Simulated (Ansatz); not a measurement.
# Ti (P6_3/mmc) in Ansatz: further runs

One crystal, Ti, is run at these levels: PBE; tasks: single point.

Everything below comes from runs of Ansatz 0.2.0. Logs are shortened: lines on timing, memory, paths and dates and some standing lists are left out, and cuts for length are marked.

### Step 1. The structure

It takes space group P6_3/mmc (No. 194, hexagonal). The conventional cell has a = 2.950 Å, b = 2.950 Å, c = 4.680 Å, α = 90.00°, β = 90.00°, γ = 120.00°. Ti (site symmetry -6m2) is surrounded by 12 Ti at 2.89 to 2.95 Å.

### Step 2. Single point, PBE

File input.yaml:

```yaml
crystal:
  lattice:
    - [2.95, 0.0, 0.0]
    - [-1.475, 2.5547749412, 0.0]
    - [0.0, 0.0, 4.68]
  atoms:
    - { symbol: Ti, position: [0.6666666667, 0.3333333333, 0.75] }
    - { symbol: Ti, position: [0.3333333333, 0.6666666667, 0.25] }
kpoints:
  mp_grid: { grid: [10, 10, 6] }
scf:
  occupations: { method: gaussian, width: 0.017 }
hamiltonian:
  xc: pbe
  pseudopotentials: { kind: all_electron, lapw: { basis_error: 0.001 } }
output:
  forces: true
  stress: true
  eigenvalues: true
```

Potentials or basis: all-electron LAPW, scalar-relativistic.

Run with:

```
> ansatz run input.yaml --threads 1 --pin off --max-ram 3072MiB --backend cpu --events-out ev --progress --plain --runs-dir out
```

Standard output:

```text
Warning: RAYON_NUM_THREADS=1 ignored (pool sized by the plan → 1); use --threads N
LAPW: plane waves up to 7.601 Å⁻¹, error target 1.0e-3 eV per atom; small_component_spin mean_spin; Ti in spheres of 1.447 Å, 12 of its electrons in bands, Dirac shells [] (how accurate: hamiltonian.pseudopotentials.lapw.basis_error, Limitations)
Engine: ansatz 0.2.0, x86_64-unknown-linux-gnu
Pseudopotentials: kind: all_electron
Pseudopotential: Ti, LAPW, valence charge 12, lapw/all_electron/scalar/gaussian/Ti, Koelling and Harmon's equation, gaussian nucleus
Functional definition: PBE
  parameter kappa = 0.804
  parameter beta = 0.06672455060314922
  exchange = pbe_x(kappa = kappa, mu = beta*pi^2/3)
  correlation = pbe_c(beta = beta)
Crystal: 2 atoms, lattice volume = 35.271 Å³
Basis set: ecut = 220.1462142393705 eV, 263 PW (Γ), exchange–correlation at level 2
Bands: 16, of which v1, the nominal top of the filled ones, is band 12 counted from 1 (11 counted from 0)
Symmetry: 24 space group operations
Space group: P63/mmc (ITA 194), of the structure as read, at distance tolerance 3.3e-5 Å
k-points: 56 of 600
Non-local potential: Ti, projectors of the file, none
Initial density: superposition of atomic densities (chi_scale 0.1, normalization cell)
Initial wavefunctions: plane waves of lowest kinetic energy (no species holds an atomic orbital)
Functional: x = pbe(κ = 0.804, μ = 0.2195149727645171), c = pbe(β = 0.06672455060314922)
iter 1 solved again at ethr=7.24e-4 eV; its pass at ethr=1.00e-1 eV (dr2=1.74e-1 eV) is discarded
SCF iter   1: F=—  HF=-46467.031576 eV  |F-HF|=—  |Δ(HF+E_count)|=         —  Δρ=2.59e-2  dr2=1.76e-1  ethr=7.24e-4  ⟨swp⟩=2.7  Hψ=6369  notcnv=0
preconditioner: auto → none  [insulator: Δε(μ)=0.022 eV  Ē_g=3.096 eV  σ=0.017 eV  W_gap=0.64  n_scr=8 (ndim 8)  ℏωp=17.7 eV  f_vac=0.000  D(μ)=1.52/eV (n_scr^D=10)  ε∞_Penn≈33.6]
iter 2 solved again at ethr=4.05e-5 eV; its pass at ethr=7.24e-4 eV (dr2=9.71e-3 eV) is discarded
SCF iter   2: F=—  HF=-46466.689363 eV  |F-HF|=—  |Δ(HF+E_count)|=   3.42e-1  Δρ=4.98e-3  dr2=9.70e-3  ethr=4.05e-5  ⟨swp⟩=2.0  Hψ=5229  notcnv=0
SCF iter   3: F=—  HF=-46466.656722 eV  |F-HF|=—  |Δ(HF+E_count)|=   3.26e-2  Δρ=4.47e-3  dr2=5.73e-3  ethr=4.04e-5  ⟨swp⟩=3.0  Hψ=3265  notcnv=0
SCF iter   4: F=—  HF=-46466.655906 eV  |F-HF|=—  |Δ(HF+E_count)|=         —  Δρ=5.71e-4  dr2=9.66e-5  ethr=2.39e-5  ⟨swp⟩=2.0  Hψ=2945  notcnv=0
the basis was enlarged: its passes take 130.3 KiB over the memory plan, 1 of 1 planned eigensolver slots
SCF iter   5: F=—  HF=-46466.655886 eV  |F-HF|=—  |Δ(HF+E_count)|=   2.07e-5  Δρ=7.90e-5  dr2=1.63e-6  ethr=4.02e-7  ⟨swp⟩=2.0  Hψ=2798  notcnv=0
SCF iter   6: F=—  HF=-46466.655886 eV  |F-HF|=—  |Δ(HF+E_count)|=   1.45e-7  Δρ=2.12e-5  dr2=1.24e-7  ethr=6.78e-9  ⟨swp⟩=3.0  Hψ=2992  notcnv=0
SCF iter   7: F=-46466.655886 eV  HF=-46466.655886 eV  |F-HF|=1.77e-8  |Δ(HF+E_count)|=   2.25e-7  Δρ=3.73e-6  dr2=4.26e-9  ethr=5.17e-10  ⟨swp⟩=2.9  Hψ=2895  notcnv=0
SCF 1 converged in 7 iterations: F = -46466.655886 eV  dr2 = 4.26e-9
SCF converged after 7 iterations
Free energy (F): -46466.655886 eV
Harris-Foulkes:  -46466.655886 eV  (|F-HF|=1.77e-8)
Internal energy: -46466.655311 eV  (E = F + TS)
E sigma→0 (E₀):  -46466.655598 eV
Entropy (-TS):   -0.000574 eV (-0.287 meV/atom)
Fermi energy:    13.522938 eV
--- Per-component energies (eV) ---
  E_band       = -311.458176
  E_kinetic    = 46914.383226
  E_xc         = -2295.641633
  E_electrostatic = -91085.396904  (all electrons and nuclei)
  E_smearing   = -0.000574  (= −TS)
  E_closure    = 0.000000  (closes the sum)
  E_atoms      = -46453.242101  (free atoms, spherical and without spin; not in F)
  Σ components = -46466.655886   (vs F -46466.655886, Δ=0.00e0)
  Basis errors (estimates in eV, not in F): energy 1.3e-4 per atom: plane waves 8.8e-5 (4.5e-5 summed), levels above the bands 0.0e0, relativity 9.0e-9, radial functions 4.4e-5, core shells 2.4e-8; eigenvalues (radial functions only) 9.5e-7; not estimated: angular momenta, meshes, grids; target (lapw.basis_error) 1.0e-3; muffin-tin radii Ti 1.447 Å
--- Forces (eV/Å), atoms counted from 1 ---
  atom   1  Ti     0.00000000    -0.00000000     0.00000000
  atom   2  Ti     0.00000000     0.00000000    -0.00000000
  max |Σ_I F_I| component: 5.55e-17 eV/Å
--- Stress (GPa, compression-positive) ---
       -1.347047       0.000000       0.000000
        0.000000      -1.347047       0.000000
        0.000000       0.000000      -1.612654
  P = ⅓ Tr σ = -1.4356 GPa (-14.356 kbar)
--- Band table (eV; the first three rows and the last of 56) ---
  k-point 0: bands = ["-43.3034", "-43.1746", "-19.8887", "-19.2760", "-19.2760", "-19.2142", "-19.1802", "-19.1802", "7.3977", "10.8971", "14.2549", "14.3134", "14.3134", "14.4118", "14.7986", "14.7986"]
  k-point 1: bands = ["-43.2949", "-43.1833", "-19.8452", "-19.2696", "-19.2696", "-19.2612", "-19.1867", "-19.1867", "7.6270", "10.7600", "13.9122", "14.2220", "14.2220", "14.2871", "14.6805", "14.6805"]
  k-point 2: bands = ["-43.2715", "-43.2071", "-19.7250", "-19.3880", "-19.2521", "-19.2521", "-19.2043", "-19.2043", "8.2785", "10.1910", "13.5280", "13.9687", "14.1479", "14.1479", "14.4329", "14.4329"]
  k-point 55: bands = ["-43.1637", "-43.1637", "-19.7172", "-19.7172", "-19.5188", "-19.5188", "-19.3056", "-19.3056", "12.0450", "12.0450", "12.7600", "12.7600", "13.3083", "13.3083", "15.1754", "15.1754"]
```

Run time: 14 s. Hardware: 1 thread of Intel Xeon at 2.50GHz (Skylake/Cascade Lake), shared host; peak memory 0.3 GiB.

What came out:

```yaml
Free_energy: -46466.6559 eV
Pressure: -1.4 GPa
Band_gap_on_the_k_mesh: none (metal or under the smearing width)
```

Stress tensor (GPa, compression positive):
```
-1.35  0.00  0.00
 0.00 -1.35  0.00
 0.00  0.00 -1.61
```

### Step 3. Single point, PBE

input.yaml: that of step 2 with these lines changed.

```diff
@@ -11,3 +11,3 @@
 scf:
-  occupations: { method: gaussian, width: 0.017 }
+  occupations: { method: gaussian, width: 0.014 }
 hamiltonian:
```

Potentials or basis: all-electron LAPW, scalar-relativistic.

Run with:

```
> ansatz run input.yaml --threads 1 --pin off --max-ram 3072MiB --backend cpu --events-out ev --progress --plain --runs-dir out
```

It took 12 s on 1 thread of Intel Xeon at 2.50GHz (Skylake/Cascade Lake), shared host; peak memory 0.3 GiB.

Results (log left out):

| Property | Result |
| --- | --- |
| Free energy | -46466.6558 eV |
| Pressure | -1.4 GPa |
| Band gap on the k mesh | none (metal or under the smearing width) |

Stress tensor (GPa, compression positive):
```
-1.34  0.00  0.00
 0.00 -1.34  0.00
 0.00  0.00 -1.62
```

Levels at points of the mesh, in eV from the Fermi level:
| k point | band 9 | band 10 | band 11 | band 12 | band 13 | band 14 | band 15 | band 16 |
| --- | --- | --- | --- | --- | --- | --- | --- | --- |
| (0.00, 0.00, 0.00) | -6.12 | -2.62 | 0.73 | 0.79 | 0.79 | 0.89 | 1.28 | 1.28 |
| (0.00, 0.00, -0.50) | -4.29 | -4.29 | 0.10 | 0.10 | 0.70 | 0.70 | 0.70 | 0.70 |
| (0.00, -0.50, 0.00) | -2.30 | -2.09 | -1.79 | -0.62 | 0.51 | 0.63 | 1.17 | 3.31 |
| (0.00, -0.50, -0.50) | -2.48 | -2.48 | -0.78 | -0.78 | 1.31 | 1.31 | 1.73 | 1.73 |

### Step 4. Single point, PBE

input.yaml: that of step 3 with these lines changed.

```diff
@@ -11,3 +11,3 @@
 scf:
-  occupations: { method: gaussian, width: 0.014 }
+  occupations: { method: gaussian, width: 0.022 }
 hamiltonian:
```

Run with:

```
> ansatz run input.yaml --threads 1 --pin off --max-ram 3072MiB --backend cpu --events-out ev --progress --plain --runs-dir out
```

Run time: 13 s. Hardware: 1 thread of Intel Xeon at 2.50GHz (Skylake/Cascade Lake), shared host; peak memory 0.3 GiB.

The run converged. Its results:

- Free energy: -46466.6561 eV
- Pressure: -1.4 GPa
- Band gap on the k mesh: none (metal or under the smearing width)

Stress tensor (GPa, compression positive):
```
-1.36  0.00  0.00
 0.00 -1.36  0.00
 0.00  0.00 -1.60
```

Levels at points of the mesh, in eV from the Fermi level:
| k point | band 10 | band 11 | band 12 | band 13 | band 14 | band 15 |
| --- | --- | --- | --- | --- | --- | --- |
| (0.00, 0.00, 0.00) | -2.63 | 0.73 | 0.79 | 0.79 | 0.89 | 1.27 |
| (0.00, 0.00, -0.50) | -4.30 | 0.10 | 0.10 | 0.70 | 0.70 | 0.70 |
| (0.00, -0.50, 0.00) | -2.09 | -1.79 | -0.62 | 0.51 | 0.63 | 1.17 |
| (0.00, -0.50, -0.50) | -2.48 | -0.78 | -0.78 | 1.31 | 1.31 | 1.73 |

### Step 5. The runs side by side

```tsv
smearing	gap on the mesh (eV)	pressure (GPa)
gaussian 0.017 eV	none	-1.4
gaussian 0.014 eV	none	-1.4
gaussian 0.022 eV	none	-1.4
```

Alike in all rows: task single point; level PBE; potentials or basis all-electron LAPW, scalar-relativistic; no spin polarisation; cell as given; k mesh 10 × 10 × 6; cutoff (eV) 220; basis error allowed 0.001 eV/atom.

Every run on the cell as given and a fine mesh finds a metal.

Compare energies only between runs with the same functional and basis.
